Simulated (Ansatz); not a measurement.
Write the native input for Ansatz 0.2.0 that does the following.

| Item | Value |
| --- | --- |
| Task | relaxation of cell and atoms |
| Functional | PBEsol |
| Potentials or basis | Ansatz PAW |
| Cutoff | 420 eV (not typed: the program's choice for these potentials) |
| k mesh | 10 × 10 × 5 |
| Occupations | fermi-dirac, width 0.05 eV |
| Spin | no spin polarisation |

Crystal: TaN.

```
CELL_PARAMETERS angstrom
2.92177 0.00000 0.00000
-1.46088 2.53033 0.00000
0.00000 0.00000 5.91652
ATOMIC_POSITIONS crystal
Ta 0.00000 0.00000 0.50000
Ta 0.00000 0.00000 0.00000
N 0.33333 0.66667 0.25000
N 0.66667 0.33333 0.75000
```

The cell comes from a database or a generator and needn't be the stable form of this composition.

The input as run:

input.yaml

```yaml
crystal:
  lattice:
    - [2.9217699809, 0.0, 0.0]
    - [-1.4608849905, 2.5303270275, 0.0]
    - [0.0, 0.0, 5.916515]
  atoms:
    - { symbol: Ta, position: [0.0, 0.0, 0.5] }
    - { symbol: Ta, position: [0.0, 0.0, 0.0] }
    - { symbol: "N", position: [0.3333333333, 0.6666666667, 0.25] }
    - { symbol: "N", position: [0.6666666667, 0.3333333333, 0.75] }
hamiltonian:
  xc: pbesol
  pseudopotentials: { kind: paw }
kpoints:
  mp_grid: { grid: [10, 10, 5] }
scf:
  occupations: { method: fermi_dirac, width: 0.05 }
output:
  forces: true
  stress: true
  eigenvalues: true
  write_density: true
  write_potential: true
  elf: true
  volumetric_format: npy
relax:
  f_tol: 0.01
  max_steps: 40
  cell: { stress_tol: 0.05 }
```

Potentials or basis: Ansatz PAW.

Command:

```bash
$ ansatz run input.yaml --threads 2 --pin off --max-ram 5632MiB --backend cpu --events-out ev --progress --plain --runs-dir out
```

Results of the run:

```yaml
Relaxed_volume: 10.60 Å³/atom
Relaxed_cell: a = 2.891 Å, b = 2.891 Å, c = 5.858 Å, α = 90.00°, β = 90.00°, γ = 120.00°
Space_group_after_relaxing_to_0.05_Å: P6_3/mmc (No. 194)
Energy_gained_by_relaxing: 11.3 meV/atom
Ionic_steps: 8
Pressure_after_relaxing: 0.0 GPa
Band_gap_on_the_k_mesh: none (metal or under the smearing width)
```

Caveat: the plane-wave basis is chosen anew once the cell has moved, so the energies of steps on either side of that aren't comparable; the pressure holds a Pulay correction of +0.5 GPa for the finite cutoff; the PAW data sets come from PBE, with cores solved anew for the run's functional, which leaves a small shift of forces and pressure.

It took 11 s on 2 threads of Arm Neoverse V1, with other jobs on the host, peak memory 0.34 GiB.
